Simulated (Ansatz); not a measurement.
# AlN (Fm-3m) in Ansatz: settings compared

The runs below take AlN through relaxation of cell and atoms, with revPBE+D3(BJ), revPBE+D4, BLYP+D3(BJ), BLYP+D4.

Everything below comes from runs of Ansatz 0.2.0. Logs are shortened: lines on timing, memory, paths and dates and some standing lists are left out, and cuts for length are marked.

## Step 1: The crystal as given

Symmetry: Fm-3m, No. 225, cubic system. Conventional cell: a = 4.069 Å, b = 4.069 Å, c = 4.069 Å, α = 90.00°, β = 90.00°, γ = 90.00°. Al (site symmetry m-3m) is surrounded by 6 N at 2.03 Å. Around N (site symmetry m-3m) lie 6 Al at 2.03 Å.

Measurements of this composition are mostly on another form, of space group No. 186.

## Step 2: Relaxation of cell and atoms, revPBE+D3(BJ)

input.yaml reads:

```yaml
crystal:
  lattice:
    - [0.0, 2.034518, 2.034518]
    - [2.034518, 0.0, 2.034518]
    - [2.034518, 2.034518, 0.0]
  atoms:
    - { symbol: Al, position: [0.5, 0.5, 0.5] }
    - { symbol: "N", position: [0.0, 0.0, 0.0] }
hamiltonian:
  xc: revpbe
  pseudopotentials: { kind: paw }
  dispersion: d3bj
kpoints:
  mp_grid: { grid: [11, 11, 11] }
scf:
  occupations: { method: fermi_dirac, width: 0.05 }
output:
  forces: true
  stress: true
  eigenvalues: true
  write_density: true
  write_potential: true
  elf: true
  volumetric_format: npy
relax:
  f_tol: 0.01
  max_steps: 40
  cell: { stress_tol: 0.05 }
```

Potentials or basis: Ansatz PAW.

Command:

```sh
$ ansatz run input.yaml --threads 2 --pin off --max-ram 5632MiB --backend cpu --events-out ev --progress --plain --runs-dir out
```

Standard output:

```text
Warning: RAYON_NUM_THREADS=2 ignored (pool sized by the plan → 2); use --threads N
Engine: ansatz 0.2.0, aarch64-unknown-linux-gnu
Pseudopotentials: kind: paw
Pseudopotential: Al, paw, valence charge 3, recommended cutoff 420 eV (normal), Al.paw.azcp
Pseudopotential: N, paw, valence charge 5, recommended cutoff 420 eV (normal), N.paw.azcp
Functional definition: revPBE
  parameter kappa = 1.245
  parameter beta = 0.06672455060314922
  exchange = pbe_x(kappa = kappa, mu = beta*pi^2/3)
  correlation = pbe_c(beta = beta)
Crystal: 2 atoms, lattice volume = 16.843 Å³
Basis set: ecut = 420 eV, 331 PW (Γ), exchange–correlation on 40×40×40 points (8 copies of the dense FFT grid, shifted against one another)
Bands: 8, of which v1, the nominal top of the filled ones, is band 4 counted from 1 (3 counted from 0)
Symmetry: 48 space group operations
Space group: Fm-3m (ITA 225), of the structure as read, at distance tolerance 2.6e-5 Å
k-points: 56 of 1331
Non-local potential: Al, projectors of the file, l = 0: 2, l = 1: 2, l = 2: 1
Non-local potential: N, projectors of the file, l = 0: 2, l = 1: 2, l = 2: 1
PAW form: soft (Blöchl's): semilocal exchange-correlation on the pseudo side does not see the compensation charge
PAW frozen core: Al, regenerated for the run's functional, and the local potential with it (the file was generated under x = pbe(κ = 0.804, μ = 0.2195149727645171), c = pbe(β = 0.06672455060314922))
PAW frozen core: N, regenerated for the run's functional, and the local potential with it (the file was generated under x = pbe(κ = 0.804, μ = 0.2195149727645171), c = pbe(β = 0.06672455060314922))
PAW one-centre angular grid: Al, 110 points (default); XC on 64 Gauss nodes
PAW one-centre angular grid: N, 110 points (default); XC on 64 Gauss nodes
Initial density: superposition of atomic densities (neutral atoms: chi_scale 0, normalization atom), corrected by the library's trained network
Initial wavefunctions: pseudopotential atomic-orbital guess
Functional: x = revpbe(κ = 1.245, μ = 0.2195149727645171), c = pbe(β = 0.06672455060314922)
SCF iter   1: F=—  HF=-928.343234 eV  |F-HF|=—  |Δ(HF+E_count)|=         —  Δρ=1.83e-3  dr2=4.02e-4  ethr=1.77e-3  ⟨swp⟩=4.4  Hψ=3052  notcnv=0
preconditioner: auto → none  [insulator: Δε(μ)=4.688 eV  Ē_g=16.665 eV  σ=0.050 eV  W_gap=1.00  n_scr=0 (ndim 8)  ℏωp=25.6 eV  f_vac=0.000  D(μ)=0.00/eV (n_scr^D=0)  ε∞_Penn≈3.4]
SCF iter   2: F=—  HF=-928.343209 eV  |F-HF|=—  |Δ(HF+E_count)|=   2.56e-5  Δρ=9.42e-4  dr2=6.60e-5  ethr=5.02e-6  ⟨swp⟩=2.1  Hψ=1069  notcnv=0
SCF iter   3: F=—  HF=-928.343237 eV  |F-HF|=—  |Δ(HF+E_count)|=   2.89e-5  Δρ=4.44e-4  dr2=3.12e-5  ethr=8.25e-7  ⟨swp⟩=2.0  Hψ=655  notcnv=0
SCF iter   4: F=—  HF=-928.343230 eV  |F-HF|=—  |Δ(HF+E_count)|=   7.58e-6  Δρ=4.44e-5  dr2=1.16e-7  ethr=3.91e-7  ⟨swp⟩=2.4  Hψ=630  notcnv=0
iter 5 did not close the SCF: its close was put off for the readings that it lacked (scf_convergence_deferred on its scf_iter line)
SCF iter   5: F=-928.343230 eV  HF=-928.343230 eV  |F-HF|=3.86e-9  |Δ(HF+E_count)|=   2.13e-7  Δρ=8.65e-6  dr2=1.09e-8  ethr=1.45e-9  ⟨swp⟩=2.1  Hψ=634  notcnv=0
SCF iter   6: F=-928.343230 eV  HF=-928.343230 eV  |F-HF|=1.15e-10  |Δ(HF+E_count)|=  1.73e-10  Δρ=2.32e-6  dr2=4.45e-10  ethr=1.36e-10  ⟨swp⟩=4.3  Hψ=2168  notcnv=0
SCF 1 converged in 6 iterations: F = -928.343230 eV  dr2 = 4.45e-10
relax step   1: F+E_penalty+E_count = -928.34323005 eV  Δ(F+E_penalty+E_count) = +0.000e0 eV  max|allowed force component| = 2.498e-30 eV/Å  Δτ_max = 0.0000 Å  P = -9.262 GPa  Ω = 16.843 Å³  (6 SCF iters, dr2 threshold 1.00e-7 eV, accepted)
Crystal: 2 atoms, lattice volume = 16.553 Å³
Initial density: handed on by an earlier stage of this run
Initial wavefunctions: those handed on with the density
iter 1 solved again at ethr=2.93e-5 eV; its pass at ethr=3.10e-3 eV (dr2=2.34e-3 eV) is discarded
SCF iter   1: F=—  HF=-928.357865 eV  |F-HF|=—  |Δ(HF+E_count)|=         —  Δρ=3.71e-3  dr2=2.36e-3  ethr=2.93e-5  ⟨swp⟩=1.0  Hψ=3540  notcnv=0
preconditioner: auto → none  [insulator: Δε(μ)=4.888 eV  Ē_g=16.888 eV  σ=0.050 eV  W_gap=1.00  n_scr=0 (ndim 8)  ℏωp=25.8 eV  f_vac=0.000  D(μ)=0.00/eV (n_scr^D=0)  ε∞_Penn≈3.3]
SCF iter   2: F=—  HF=-928.357160 eV  |F-HF|=—  |Δ(HF+E_count)|=   7.05e-4  Δρ=1.33e-3  dr2=1.68e-4  ethr=2.93e-5  ⟨swp⟩=2.1  Hψ=782  notcnv=0
SCF iter   3: F=—  HF=-928.357108 eV  |F-HF|=—  |Δ(HF+E_count)|=   5.24e-5  Δρ=3.47e-4  dr2=1.05e-5  ethr=2.10e-6  ⟨swp⟩=2.5  Hψ=639  notcnv=0
[... 28 lines left out ...]
SCF iter   3: F=—  HF=-928.361506 eV  |F-HF|=—  |Δ(HF+E_count)|=   5.96e-7  Δρ=2.71e-5  dr2=4.42e-8  ethr=1.76e-9  ⟨swp⟩=2.1  Hψ=621  notcnv=0
SCF iter   4: F=—  HF=-928.361506 eV  |F-HF|=—  |Δ(HF+E_count)|=   4.19e-8  Δρ=2.49e-6  dr2=3.88e-10  ethr=5.52e-10  ⟨swp⟩=2.0  Hψ=649  notcnv=0
SCF iter   5: F=—  HF=-928.361506 eV  |F-HF|=—  |Δ(HF+E_count)|=  3.26e-10  Δρ=5.30e-7  dr2=3.21e-11  ethr=4.85e-12  ⟨swp⟩=2.2  Hψ=650  notcnv=0
SCF iter   6: F=-928.361506 eV  HF=-928.361506 eV  |F-HF|=2.27e-13  |Δ(HF+E_count)|=  5.46e-12  Δρ=1.32e-7  dr2=1.63e-12  ethr=1.00e-12  ⟨swp⟩=5.1  Hψ=1715  notcnv=0
SCF 5 converged in 6 iterations: F = -928.361506 eV  dr2 = 1.63e-12
relax step   5: F+E_penalty+E_count = -928.36150576 eV  Δ(F+E_penalty+E_count) = +1.494e-3 eV  max|allowed force component| = 3.862e-31 eV/Å  Δτ_max = 0.0000 Å  P = -0.178 GPa  Ω = 16.243 Å³  stress off target by 1.78e-1 GPa  SCF on the basis re-selected at this cell (its energy is not comparable with the rows above)  (6 SCF iters)
basis re-selected at this cell: Δ(F+E_penalty+E_count) = +1.494e-3 eV, ΔP = -0.172 GPa vs the last step (what re-selecting the basis moved, of the pressure what is left beyond the Pulay correction that the steps carried, after the strain that the cell walked since its last selection, with what the two solves' SCF thresholds leave and, on support functions, any second-order correction that the steps lacked; it is no measure of the basis error at this ecutwfc). This SCF's stress stands 1.78e-1 GPa from its target on what of the cell is left free (relax.cell.stress_tol is 5.00e-2 GPa) and its largest allowed force component is 3.86e-31 eV/Å (relax.f_tol is 1.00e-2 eV/Å): not within both, so this SCF does not close the relaxation
Crystal: 2 atoms, lattice volume = 16.232 Å³
iter 1 solved again at ethr=4.29e-8 eV; its pass at ethr=3.10e-3 eV (dr2=3.43e-6 eV) is discarded
SCF iter   1: F=—  HF=-928.361537 eV  |F-HF|=—  |Δ(HF+E_count)|=         —  Δρ=1.43e-4  dr2=3.41e-6  ethr=4.29e-8  ⟨swp⟩=1.0  Hψ=3369  notcnv=0
preconditioner: auto → none  [insulator: Δε(μ)=5.031 eV  Ē_g=17.114 eV  σ=0.050 eV  W_gap=1.00  n_scr=0 (ndim 8)  ℏωp=26.1 eV  f_vac=0.000  D(μ)=0.00/eV (n_scr^D=0)  ε∞_Penn≈3.3]
SCF iter   2: F=—  HF=-928.361546 eV  |F-HF|=—  |Δ(HF+E_count)|=   9.46e-6  Δρ=4.70e-5  dr2=1.96e-7  ethr=4.27e-8  ⟨swp⟩=2.2  Hψ=633  notcnv=0
SCF iter   3: F=-928.361546 eV  HF=-928.361546 eV  |F-HF|=8.16e-9  |Δ(HF+E_count)|=   7.20e-8  Δρ=1.29e-5  dr2=1.46e-8  ethr=9.91e-10  ⟨swp⟩=8.2  Hψ=2530  notcnv=0
SCF 6 converged in 3 iterations: F = -928.361546 eV  dr2 = 1.46e-8
relax step   6: F+E_penalty+E_count = -928.36154604 eV  Δ(F+E_penalty+E_count) = -4.028e-5 eV  max|allowed force component| = 4.602e-31 eV/Å  Δτ_max = 0.0000 Å  P = -0.001 GPa  Ω = 16.232 Å³  energy of the carried Pulay correction = +3.438e-5 eV  (3 SCF iters, dr2 threshold 7.92e-8 eV, accepted)
iter 1 solved again at ethr=5.28e-9 eV; its pass at ethr=3.10e-3 eV (dr2=4.23e-7 eV) is discarded
SCF iter   1: F=—  HF=-928.361412 eV  |F-HF|=—  |Δ(HF+E_count)|=         —  Δρ=2.13e-5  dr2=2.18e-8  ethr=5.28e-9  ⟨swp⟩=3.2  Hψ=4539  notcnv=0
preconditioner: auto → none  [insulator: Δε(μ)=5.029 eV  Ē_g=17.114 eV  σ=0.050 eV  W_gap=1.00  n_scr=0 (ndim 8)  ℏωp=26.1 eV  f_vac=0.000  D(μ)=0.00/eV (n_scr^D=0)  ε∞_Penn≈3.3]
SCF iter   2: F=—  HF=-928.361422 eV  |F-HF|=—  |Δ(HF+E_count)|=   1.05e-5  Δρ=9.22e-6  dr2=7.25e-9  ethr=2.73e-10  ⟨swp⟩=2.0  Hψ=672  notcnv=0
SCF iter   3: F=—  HF=-928.361422 eV  |F-HF|=—  |Δ(HF+E_count)|=   2.19e-9  Δρ=6.91e-6  dr2=5.65e-9  ethr=9.06e-11  ⟨swp⟩=2.0  Hψ=646  notcnv=0
SCF iter   4: F=—  HF=-928.361422 eV  |F-HF|=—  |Δ(HF+E_count)|=   1.70e-9  Δρ=1.03e-6  dr2=1.32e-10  ethr=7.07e-11  ⟨swp⟩=2.4  Hψ=628  notcnv=0
SCF iter   5: F=-928.361422 eV  HF=-928.361422 eV  |F-HF|=1.59e-12  |Δ(HF+E_count)|=  1.99e-11  Δρ=2.40e-7  dr2=5.65e-12  ethr=1.00e-12  ⟨swp⟩=3.6  Hψ=2051  notcnv=0
SCF 7 converged in 5 iterations: F = -928.361422 eV  dr2 = 5.65e-12
relax step   7: F+E_penalty+E_count = -928.36142245 eV  Δ(F+E_penalty+E_count) = +1.236e-4 eV  max|allowed force component| = 4.766e-31 eV/Å  Δτ_max = 0.0000 Å  P = -0.003 GPa  Ω = 16.232 Å³  stress off target by 2.80e-3 GPa  SCF on the basis re-selected at this cell (its energy is not comparable with the rows above)  (5 SCF iters)
basis re-selected at this cell: Δ(F+E_penalty+E_count) = +1.236e-4 eV, ΔP = -0.002 GPa vs the last step (what re-selecting the basis moved, of the pressure what is left beyond the Pulay correction that the steps carried, after the strain that the cell walked since its last selection, with what the two solves' SCF thresholds leave and, on support functions, any second-order correction that the steps lacked; it is no measure of the basis error at this ecutwfc). This SCF's stress stands 2.80e-3 GPa from its target on what of the cell is left free (relax.cell.stress_tol is 5.00e-2 GPa) and its largest allowed force component is 4.77e-31 eV/Å (relax.f_tol is 1.00e-2 eV/Å): within both
SCF converged after 5 iterations
Free energy (F): -928.361422 eV
Harris-Foulkes:  -928.361422 eV  (|F-HF|=1.59e-12)
Internal energy: -928.361422 eV  (E = F + TS)
E sigma→0 (E₀):  -928.361422 eV
Fermi energy:    14.089793 eV
--- Per-component energies (eV) ---
  E_band       = 41.037231
  E_kinetic    = 164.086661
  E_local      = -166.885368  (includes V_loc(G=0)·N_el)
  E_nonlocal   = 53.609103
  E_hartree    = 61.544177
  E_xc         = -103.698445
  E_vxc        = -110.336814  (∫ρ·V_xc dr)
  E_paw        = -597.827662  (= ΣΔE_a)
  E_vpaw       = -22.524828  (= ΣTr[D̂ρ^β])
  E_aug_tail   = 0.000097  (compensation charges beyond the density's cutoff)
  E_ewald      = -337.805138
  E_disp       = -1.356636  (pairwise vdW)
  E_core_change = -0.028211  (= ΣΔE_core)
  E_smearing   = -0.000000  (= −TS)
  E_closure    = 0.000000  (closes the sum)
  Σ components = -928.361422   (vs F -928.361422, Δ=0.00e0)
--- Forces (eV/Å), atoms counted from 1 ---
  atom   1  Al     0.00000000    -0.00000000     0.00000000
  atom   2  N     -0.00000000     0.00000000     0.00000000
  max |Σ_I F_I| component: 3.94e-31 eV/Å
--- Stress (GPa, compression-positive) ---
       -0.002796      -0.000000      -0.000000
       -0.000000      -0.002796      -0.000000
       -0.000000      -0.000000      -0.002796
  P = ⅓ Tr σ = -0.0028 GPa (-0.028 kbar)
--- Band table (eV; the first three rows and the last of 56) ---
  k-point 0: bands = ["-6.1581", "11.5793", "11.5793", "11.5793", "17.5198", "23.7812", "23.7812", "23.7812"]
  k-point 1: bands = ["-5.9862", "10.7183", "11.4736", "11.4736", "18.0529", "23.0008", "24.0463", "24.0463"]
  k-point 2: bands = ["-5.4832", "8.8204", "11.2073", "11.2073", "18.7050", "22.4234", "24.3850", "24.3850"]
  k-point 55: bands = ["-1.7519", "5.5584", "5.8661", "7.9903", "19.7284", "21.8332", "23.0401", "24.4678"]
--- Relaxed structure (5 steps of the walk, 5 accepted, 2 SCFs on fresh bases) ---
  F+E_penalty+E_count = -928.36142245 eV   max|allowed force component| = 4.766e-31 eV/Å   (the final SCF, on the basis selected at the relaxed cell)
  cell:  # Å, volume = 16.2321 Å³
    - [-1.2260738954155013e-34, 2.009624719032409, 2.009624719032409]
    - [2.009624719032409, -2.038148813158236e-33, 2.009624719032409]
    - [2.009624719032409, 2.009624719032409, -1.7786033002326172e-33]
  atoms:
    - { symbol: Al, position: [0.5, 0.5, 0.5] }
    - { symbol: N, position: [2.1299110525791682e-34, -1.7749258771493053e-34, -1.3804979044494569e-34] }
```

Wall time 3.4 s (2 threads of Arm Neoverse V1, shared host); peak memory 0.27 GiB.

Results:

```yaml
Free_energy: -928.3614 eV
Relaxed_volume: 8.12 Å³/atom
Relaxed_cell: a = 2.842 Å, b = 2.842 Å, c = 2.842 Å, α = 60.00°, β = 60.00°, γ = 60.00°
Space_group_after_relaxing_to_0.05_Å: Fm-3m (No. 225)
Energy_gained_by_relaxing: 9.1 meV/atom
Ionic_steps: 7
Pressure_after_relaxing: 0.0 GPa
Band_gap_on_the_k_mesh: 5.03 eV, indirect (least direct gap 5.94 eV)
```

The path:
```csv
step,energy change (eV),largest force (eV/Å),volume (Å³)
1,0.0000,0.0000,16.84
2,-0.0139,0.0000,16.55
3,-0.0198,0.0000,16.23
4,-0.0198,0.0000,16.24
5,-0.0183,0.0000,16.24
6,-0.0183,0.0000,16.23
7,-0.0182,0.0000,16.23
```

Final structure:
```yaml
crystal:
  lattice:
    - [0.00000, 2.00962, 2.00962]
    - [2.00962, 0.00000, 2.00962]
    - [2.00962, 2.00962, 0.00000]
  atoms:
    - { symbol: Al, position: [0.50000, 0.50000, 0.50000] }
    - { symbol: N, position: [0.00000, 0.00000, 0.00000] }
```

Caveat: odd divisions of the mesh miss points on the zone boundary, where band edges often lie, so the gap on the mesh can be too wide; the plane-wave basis is chosen anew once the cell has moved, so the energies of steps on either side of that aren't comparable; the pressure holds a Pulay correction of +0.5 GPa for the finite cutoff; the PAW data sets come from PBE, with cores solved anew for the run's functional, which leaves a small shift of forces and pressure. Expect the measured gap to be larger: semilocal functionals such as revPBE lack the derivative discontinuity.

[end of part 1 of 2]
